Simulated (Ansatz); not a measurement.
**Varying the input for In**

All trials start from this Ansatz input:

```yaml
crystal:
  lattice:
    - [1.6696368166, 0.9639652655, 8.20746325]
    - [-1.6696368166, 0.9639652655, 8.20746325]
    - [0.0, -1.927930531, 8.20746325]
  atoms:
    - { symbol: In, position: [0.0, 0.0, 0.0] }
    - { symbol: In, position: [0.77801224, 0.77801224, 0.77801224] }
    - { symbol: In, position: [0.22198776, 0.22198776, 0.22198776] }
basis:
  ecutwfc: 420
kpoints:
  mp_grid: { grid: [6, 6, 6] }
hamiltonian:
  xc: pbe
scf:
  occupations: { method: gaussian, width: 0.1 }
output:
  forces: true
  stress: true
  eigenvalues: true
```

Command:

```bash
ansatz run input.yaml --threads 1 --pin off --max-ram 1331MiB --backend cpu --events-out ev --progress --plain --runs-dir out
```

The run converges in 7 SCF iterations on 32 irreducible k-points: pressure 1.43 GPa, largest force 0.013 eV/Å, no gap.

These settings were drawn at random to show what each does; none of the numbers is a converged property of the crystal. Each trial's input is given as a difference from the reference's; energies are extrapolated to zero smearing where there is one, and pressure is positive in compression.

Trial 1:

```diff
 hamiltonian:
-  xc: pbe
+  xc: pbesol
 scf:
-  occupations: { method: gaussian, width: 0.1 }
+  occupations: { method: gaussian, width: 0.13 }
 output:
+  dos: { projected: true }
```

How does this run end?

The run converges in 7 SCF iterations on 32 irreducible k-points: pressure -1.48 GPa, largest force 0.017 eV/Å, no gap.

Trial 2:

```diff
 hamiltonian:
-  xc: pbe
+  xc: rpbe
```

What does the program give?

The run converges in 6 SCF iterations on 32 irreducible k-points: pressure 3.10 GPa, largest force 0.010 eV/Å, no gap. Forces of RPBE on these PAW sets can be off by 10 %.

Trial 3:

```diff
 basis:
-  ecutwfc: 420
+  ecutwfc: 350
 scf:
+  mixing: { beta: 0.59 }
+  initial_density: { chi_scale: 0, normalization: atom }
+  max_iter: 97
```

How does this run end?

The run converges in 7 SCF iterations on 32 irreducible k-points: energy 1.90 meV per atom above the reference, pressure 1.43 GPa, largest force 0.013 eV/Å, no gap. It warns that the cutoff lies under the recommended one, 420 eV for these potentials.

Trial 4:

```diff
 output:
+  dos: { method: smearing }
```

How does this run end?

The run converges in 7 SCF iterations on 32 irreducible k-points: the reference's energy to 0.01 meV per atom, pressure 1.43 GPa, largest force 0.013 eV/Å, no gap.

Trial 5:

```diff
 hamiltonian:
+  dispersion: d3bjatm
 scf:
+  n_extra_bands: 5
```

What does the program give?

The run converges in 7 SCF iterations on 32 irreducible k-points: pressure -0.47 GPa, largest force 0.013 eV/Å, no gap.

Trial 6 (origin moved):

```diff
 crystal:
   atoms:
-    - { symbol: In, position: [0.0, 0.0, 0.0] }
-    - { symbol: In, position: [0.77801224, 0.77801224, 0.77801224] }
-    - { symbol: In, position: [0.22198776, 0.22198776, 0.22198776] }
+    - { symbol: In, position: [0.802, 0.947, 0.977] }
+    - { symbol: In, position: [1.58001224, 1.72501224, 1.75501224] }
+    - { symbol: In, position: [1.02398776, 1.16898776, 1.19898776] }
 scf:
-  occupations: { method: gaussian, width: 0.1 }
+  occupations: { method: fermi_dirac, width: "1000 K" }
+  eigensolver: { real_solve: false }
+  max_iter: 66
 output:
-  forces: true
+  forces: false
```

What happens?

The run converges in 7 SCF iterations on 32 irreducible k-points: energy 0.12 meV per atom below the reference, pressure 1.43 GPa, no gap.

Trial 7:

```diff
 kpoints:
-  mp_grid: { grid: [6, 6, 6] }
+  mp_grid: { grid: [5, 2, 5] }
```

What does the program give?

The run converges in 7 SCF iterations on 18 irreducible k-points: energy 33.1 meV per atom above the reference, pressure 1.56 GPa, largest force 0.058 eV/Å, no gap. It warns that the mesh lowers the symmetry.

Trial 8:

```diff
 kpoints:
-  mp_grid: { grid: [6, 6, 6] }
+  mp_grid: { kspacing: 1.0 }
 hamiltonian:
+  hubbard: { sites: [{ species: In, l: d, u: 3.5, j: 0.74 }] }
 scf:
+  mixing: { ndim: 20 }
+  max_iter: 60
```

What does the program give?

The run converges in 7 SCF iterations on 6 irreducible k-points: pressure 2.65 GPa, largest force 0.094 eV/Å, no gap. It warns that the count of filled bands differs between k-points. Under a U the state reached may not be the lowest.